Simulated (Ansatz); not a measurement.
What does this script print? It uses the Ansatz DFT code, driven from Python.

`eps_bn.py`
```python
import warnings

import ansatz as az
import numpy as np


def main() -> None:
    warnings.simplefilter('ignore', az.DeckWarning)

    crystal = (
        az.Lattice.from_parameters(4.424223, 4.424223, 2.550356, alpha=90.0, beta=90.0, gamma=90.0)
        .atom('B', (0.17428, 0.82572, 0.5))
        .atom('B', (0.32572, 0.32572, 0.0))
        .atom('B', (0.67428, 0.67428, 0.0))
        .atom('B', (0.82572, 0.17428, 0.5))
        .atom('N', (0.8126, 0.8126, 0.5))
        .atom('N', (0.3126, 0.6874, 0.0))
        .atom('N', (0.6874, 0.3126, 0.0))
        .atom('N', (0.1874, 0.1874, 0.5))
    )

    calculation = (
        crystal.calculation()
        .functional(az.Functional.LDA)
        .kpoints(mesh=(4, 4, 6), shift=0.5)
        .mixing('broyden', beta=0.7)
        .initial_density(normalization='cell')
        .scf(max_iterations=100)
        .occupations('fixed')
        .dielectric()
    )
    res = calculation.run()
    response = res.dielectric
    eps = np.asarray(response.eps_inf)

    values = np.linalg.eigvalsh(eps)
    print('principal values of eps_inf:', np.round(values, 3))
    print('refractive indices:', np.round(np.sqrt(values), 3))
    for index, (site, z) in enumerate(zip(res.lattice.sites, response.zstar_e)):
        print('Born charge tensor of', site.symbol, index)
        print(np.round(z, 3) + 0.0)
    print(f'charge neutrality missed by {response.zstar_sum_residual_pre_e:.4f} e before the sum rule')


if __name__ == '__main__':
    main()
```

```console
$ python eps_bn.py
principal values of eps_inf: [4.347 4.6   4.6  ]
refractive indices: [2.085 2.145 2.145]
Born charge tensor of B 0
[[ 1.989 -0.202  0.   ]
 [-0.202  1.989  0.   ]
 [ 0.     0.     1.815]]
Born charge tensor of B 1
[[1.989 0.202 0.   ]
 [0.202 1.989 0.   ]
 [0.    0.    1.815]]
Born charge tensor of B 2
[[1.989 0.202 0.   ]
 [0.202 1.989 0.   ]
 [0.    0.    1.815]]
Born charge tensor of B 3
[[ 1.989 -0.202  0.   ]
 [-0.202  1.989  0.   ]
 [ 0.     0.     1.815]]
Born charge tensor of N 4
[[-1.989 -0.292  0.   ]
 [-0.292 -1.989  0.   ]
 [ 0.     0.    -1.815]]
Born charge tensor of N 5
[[-1.989  0.292  0.   ]
 [ 0.292 -1.989  0.   ]
 [ 0.     0.    -1.815]]
Born charge tensor of N 6
[[-1.989  0.292  0.   ]
 [ 0.292 -1.989  0.   ]
 [ 0.     0.    -1.815]]
Born charge tensor of N 7
[[-1.989 -0.292  0.   ]
 [-0.292 -1.989  0.   ]
 [ 0.     0.    -1.815]]
charge neutrality missed by 0.0040 e before the sum rule
```

What to keep in mind:
- The settings weren't tested for convergence.
- The Fermi level of a run with fixed occupations marks the highest occupied state on its mesh, not mid-gap.
- Averages over directions belong to no single polarisation, least of all in layered crystals.
- This cell is a computed structure, which may not be the phase found in nature.
- This is the electronic (clamped-ion) response; a semilocal gap that is too small tends to raise it. The typed mesh is that of the SCF; the response is solved on denser meshes that the run picks.
- The whole script took 27 s on 1 thread of Intel(R) Xeon(R) Processor @ 2.30GHz, with other jobs on the host, peak memory 0.62 GiB.
